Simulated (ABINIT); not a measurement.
# Quasiparticle gap of BN (Qingsongite) in ABINIT, part 3 of 3

Aim: the G0W0 gap of BN (Qingsongite) on PBE, step by step.

ABINIT 10.8.3; PBE and many-body steps on it, plane waves. Known limits of the many-body steps: not at the basis limit; coarse k mesh.

So far. Step 4 (Empty states on the mesh, 6×6×6 mesh, 99 bands): On this mesh the gap is 4.535 eV. Step 5 (Screening, 6×6×6 mesh, 91 bands, screening to 261.2 eV): Local fields lower ε∞ by 7 %. On a Γ-centred mesh this coarse the value itself is usually too large, while a short band sum pulls it down.

## Step 6: Self-energy, 6×6×6 mesh, 91 bands, screening to 261.2 eV

The self-energy is evaluated for the states that the input lists, and the levels follow from it, in one-shot runs by the linearised quasiparticle equation.

This step: G0W0 on PBE, plane waves, norm-conserving pseudopotentials.

The input, run.abi:

```
acell 3*1.0 Angstrom
rprim 
  -0.000000000000 1.807500000000 1.807500000000
  1.807500000000 0.000000000000 1.807500000000
  1.807500000000 1.807500000000 -0.000000000000
ntypat 2
znucl 5 7
natom 2
typat 1 2
xred 
  0.000000000000 0.000000000000 0.000000000000
  0.250000000000 0.250000000000 0.250000000000
pp_dirpath "pseudos"
pseudos "B.upf, N.upf"
ecut 36
ngkpt 6 6 6
nshiftk 1
shiftk 0 0 0
kptopt 1
chksymbreak 0
istwfk *1
occopt 1
irdwfk 1
optdriver 4
nband 91
gwcalctyp 0
ecutsigx 36
symsigma 1
nkptgw 2
kptgw 
  0.0000000000 0.0000000000 0.0000000000
  0.5000000000 0.5000000000 0.0000000000
bdgw 
  2 7
  3 6
ecuteps 9.6
irdscr 1
ppmodel 1
indata_prefix "in"
outdata_prefix "out"
tmpdata_prefix "tmp"
```

Started as:

```bash
$ OMP_NUM_THREADS=1 mpirun -n 4 abinit run.abi > log
```

Numbers of over 12 decimals in the logs are rounded to 6 here.

The program printed:

```text
.Version 10.8.3 of ABINIT. v10.8.2 released Aug 2026.

 Symmetries : space group F-4 3 m (#216); Bravais cF (face-center cubic)
[... echo of the input left out ...]
== DATASET  1 ==================================================================
-   mpi_nproc: 4, omp_nthreads: 1 (-1 if OMP is not activated)

--- !DatasetInfo
iteration_state: {dtset: 1, }
dimensions: {natom: 2, nkpt: 16, mband: 91, nsppol: 1, nspinor: 1, nspden: 1, mpw: 869, }
cutoff_energies: {ecut:  36.0, pawecutdg:  -1.0, }
electrons: {nelect:   8.00000000E+00, charge:   0.00000000E+00, occopt:   1.00000000E+00, tsmear:   1.00000000E-02, }

 SIGMA: Calculation of the GW corrections

 Based on a program developped by R.W. Godby, V. Olevano, G. Onida, and L. Reining.
 Incorporated in ABINIT by V. Olevano, G.-M. Rignanese, and M. Torrent.
.Using double precision arithmetic ; gwpc =  8

[... cell and pseudopotentials left out ...]
--------------------------------------------------------------------------------

 ==== K-mesh for the wavefunctions ====
 Number of points in the irreducible wedge :    16
[... list of points left out ...]
 Together with 24 symmetry operations and time-reversal symmetry
 yields   216 points in the full Brillouin Zone.

 ==== Q-mesh for screening function ====
 Number of points in the irreducible wedge :    16
[... list of points left out ...]
 Together with 24 symmetry operations and time-reversal symmetry
 yields   216 points in the full Brillouin Zone.

 vcoul_init : cutoff-mode = AUXILIARY_FUNCTION
 q-points for optical limit:   1
     1)      0.000010    0.000020    0.000030
 setmesh: FFT mesh size selected  =    25x   25x   25
          total number of points  =        15625

 Number of electrons calculated from density =    8.0000; Expected =    8.0000
 average of density, n =  0.100376
 r_s =    1.3348
 omega_plasma =   30.5612 [eV]

 === KS Band Gaps ===
  >>>> For spin  1
   Minimum direct gap =   8.8782 [eV], located at k-point      :   0.0000  0.0000  0.0000
   Fundamental gap    =   4.5349 [eV], Top of valence bands at :   0.0000  0.0000  0.0000
                                       Bottom of conduction at :   0.5000  0.5000  0.0000
 SIGMA fundamental parameters:
 PLASMON POLE MODEL  1
 number of plane-waves for SigmaX                  869
 number of plane-waves for SigmaC and W            113
 number of plane-waves for wavefunctions           869
 number of bands                                    91
 number of independent spin polarizations            1
 number of spinorial components                      1
 number of k-points in IBZ                          16
 number of q-points in IBZ                          16
 number of symmetry operations                      24
 number of k-points in BZ                          216
 number of q-points in BZ                          216
 number of frequencies for dSigma/dE                 9
 frequency step for dSigma/dE [eV]                0.25
 number of omega for Sigma on real axis              0
 max omega for Sigma on real axis  [eV]           0.00
 zcut for avoiding poles [eV]                     0.10

 EPSILON^-1 parameters (SCR file):
 dimension of the eps^-1 matrix on file            113
 dimension of the eps^-1 matrix used               113
 number of plane-waves for wavefunctions           869
 number of bands                                    91
 number of q-points in IBZ                          16
 number of frequencies                               2
 number of real frequencies                          1
 number of imag frequencies                          1

 matrix elements of self-energy operator (all in [eV])

 Perturbative Calculation

--- !SelfEnergy_ee
iteration_state: {dtset: 1, }
kpoint     : [   0.000,    0.000,    0.000, ]
spin       : 1
KS_gap     :    8.878
QP_gap     :   10.948
Delta_QP_KS:    2.070
data: !SigmaeeData |
     Band     E0 <VxcDFT>   SigX SigC(E0)      Z dSigC/dE  Sig(E)    E-E0       E
        2   8.220 -18.521 -22.105   2.464   0.827  -0.210 -19.447  -0.926   7.294
        3   8.220 -18.521 -22.105   2.464   0.827  -0.210 -19.447  -0.926   7.294
        4   8.220 -18.521 -22.105   2.464   0.827  -0.210 -19.447  -0.926   7.294
        5  17.099 -13.778  -7.120  -5.298   0.842  -0.188 -12.633   1.144  18.243
        6  17.099 -13.778  -7.120  -5.298   0.842  -0.188 -12.633   1.144  18.243
        7  17.099 -13.778  -7.120  -5.298   0.842  -0.188 -12.633   1.144  18.243

--- !SelfEnergy_ee
iteration_state: {dtset: 1, }
kpoint     : [   0.500,    0.500,    0.000, ]
spin       : 1
KS_gap     :    9.442
QP_gap     :   11.406
Delta_QP_KS:    1.964
data: !SigmaeeData |
     Band     E0 <VxcDFT>   SigX SigC(E0)      Z dSigC/dE  Sig(E)    E-E0       E
        3   3.313 -16.496 -21.664   3.469   0.817  -0.225 -17.883  -1.387   1.926
        4   3.313 -16.496 -21.664   3.469   0.817  -0.225 -17.883  -1.387   1.926
        5  12.755 -12.569  -7.356  -4.537   0.854  -0.172 -11.992   0.577  13.332
        6  17.562 -12.695  -6.758  -5.119   0.850  -0.176 -11.999   0.696  18.258

== END DATASET(S) ==============================================================
================================================================================

 -outvars: echo values of variables after computation  --------
           etotal      0.0000000000E+00
            nband          91
             nkpt          16
          spgroup         216
 [... the other variables as echoed above ...]

 Calculation completed.
```

It took 3.6 s on 4 MPI ranks of Intel Xeon 6975P-C (Granite Rapids), shared host; peak memory 0.54 GiB.

Numbers from this step:

```yaml
g0w0_gap_on_the_points_computed: 6.038 eV
starting_gap_on_the_mesh: 4.535 eV
k_of_the_valence_top: 0, 0, 0
k_of_the_conduction_bottom: 0.5, 0.5, 0
z_at_the_valence_top: 0.827
z_at_the_conduction_bottom: 0.854
least_direct_g0w0_gap_on_the_computed_points: 10.95 eV
```

The gap on the mesh goes from 4.53 eV to 6.04 eV, a correction of +1.50 eV.

Limits: finite bands, cutoff and mesh; coarse k mesh. v1 is the top filled band, c1 the lowest empty one. Levels before and after the correction, in eV, zero at the valence-band top of each column:

```csv
,conduction bottom,valence top
Kohn-Sham,4.53,0.00
G0W0,6.04,0.00
```

```csv
,level,energy (eV)
Kohn-Sham,Γ v3-v1,0.000
Kohn-Sham,Γ c1-c3,8.878
Kohn-Sham,(0.5 0.5 0) v2-v1,-4.907
Kohn-Sham,(0.5 0.5 0) c1,4.535
Kohn-Sham,(0.5 0.5 0) c2,9.342
G0W0,Γ v3-v1,0.000
G0W0,Γ c1-c3,10.949
G0W0,(0.5 0.5 0) v2-v1,-5.368
G0W0,(0.5 0.5 0) c1,6.038
G0W0,(0.5 0.5 0) c2,10.964
```

## Step 7: Where the time went

Times are wall times on 4 MPI ranks of Intel Xeon 6975P-C (Granite Rapids), shared host, good to a factor of about two.

| step | time | share | memory (GiB) |
| --- | --- | --- | --- |
| ground state | 3.2 s | 15 % | 0.28 |
| bands along the symmetry lines | 2.5 s | 12 % | 0.07 |
| empty states on the mesh | 3.1 s | 15 % | 0.34 |
| screening | 8.8 s | 41 % | 0.53 |
| self-energy | 3.6 s | 17 % | 0.54 |

## Step 8: What came out

| Item | Value |
| --- | --- |
| PBE gap | 4.54 eV, indirect |
| G0W0 gap on the mesh | 6.04 eV |
| GW settings | 6×6×6 mesh, 91 bands, screening to 261.2 eV, Godby-Needs plasmon pole |
| known limits | not at the basis limit; coarse k mesh |

What this shows: G0W0 moves the gap on the mesh from 4.53 eV to 6.04 eV (+1.50 eV), with Z of 0.83 and 0.85 at the edges. Local fields lower the RPA ε∞ on this mesh from 4.74 to 4.39; a Γ-centred mesh this coarse tends to raise both, most where the direct gap is narrow, while a short band sum lowers them. Only 2 of the mesh's irreducible points were corrected, so a valley elsewhere could overtake. The dearest step here is «screening». Bands and cutoff are finite, so the gap is not at the basis limit. The miss can reach some tenths of an eV and take either sign; the mesh is an error of its own. In the G0W0 run levels were corrected at 2 k points alone, so a gap called «on the mesh» is the least over those, and an edge elsewhere would be missed. The 6×6×6 mesh is coarse for this cell, which bears on the long-range parts of exchange and screening.

[Paths, hosts, dates, memory and timing lines, banners, echoed tables and standing remarks are left out of the program output.]

[Logs are printed without paths, hosts, clocks, repeated set-up lines and the standing remarks that a program may print on its own settings, such as how far it seeks lower states.]

[Runs of the session that timed out or met a known fault of the program may be left out.]

[Hosts, paths, dates, database ids (printed as entryN), source tags and the programs' standing remarks are cut or masked in the printed files.]

[G0W0 gaps are taken among the corrected bands and points alone; a level outside them can change the order at an edge.]

[Where Ansatz stands beside ABINIT at settings called matched, ABINIT's density can come from a denser mesh and the files from another edition; pairs whose starting gaps differed by over 0.03 eV were left out, so agreement reads better than it is.]
